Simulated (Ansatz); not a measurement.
Input and command of a calculation in Ansatz (plane waves; scalar-relativistic PAW potentials unless the input names others):

```yaml
crystal:
  lattice:
    - [3.4877670386, 0.0, 0.0]
    - [-1.7438835193, 3.0204948579, 0.0]
    - [0.0, 0.0, 5.3805194823]
  atoms:
    - { symbol: Hf, position: [0.0, 0.0, 0.0] }
    - { symbol: S, position: [0.6666666667, 0.3333333333, 0.7260709177] }
    - { symbol: S, position: [0.3333333333, 0.6666666667, 0.2739290823] }
basis:
  ecutwfc: 420
kpoints:
  mp_grid: { grid: [12, 12, 8] }
hamiltonian:
  xc: pbe96
scf:
  occupations: { method: fermi_dirac, width: 0.15 }
  max_iter: 75
output:
  forces: true
  eigenvalues: true
  stress: true
```

```bash
ansatz run input.yaml --threads 1 --pin off --max-ram 3072MiB --backend cpu --events-out ev --progress --plain --runs-dir out
```

What is wrong with this input?

The program refuses it, because of an unknown functional (hamiltonian.xc: "pbesol" → "pbe96"). With the sound run's settings it is accepted.

Abridged log:
```
Error: YAML parse error: error: line 15 column 7: hamiltonian.xc: unknown variant `pbe96`, expected one of `lda`, `lda-pw`, `pw92`, `pbe`, `pbesol`, `rpbe`, `revpbe`, `blyp`, `pbe0`, `revpbe0`, `b3lyp`, `b3lyp5`, `hse06`, `wpbeh`, `hiss`, `lc_wpbe`, `cam_b3lyp`, `hf`, `r2scan`, `r2scanh`, `r2scan0`, `r2scan50`, `mr2scan`
  --> <input>:15:7
   |
13 |   mp_grid: { grid: [12, 12, 8] }
14 | hamiltonian:
15 |   xc: pbe96
   |       ^ hamiltonian.xc: unknown variant `pbe96`, expected one of `lda`, `lda-pw`, `pw92`, `pbe`, `pbesol`, `rpbe`, `revpbe`, `blyp`, `pbe0`, `revpbe0`, `b3lyp`, `b3lyp5`, `hse06`, `wpbeh`, `hiss`, `lc_wpbe`, `cam_b3lyp`, `hf`, `r2scan`, `r2scanh`, `r2scan0`, `r2scan50`, `mr2scan`
16 | scf:
17 |   occupations: { method: fermi_dirac, width: 0.15 }
   |
```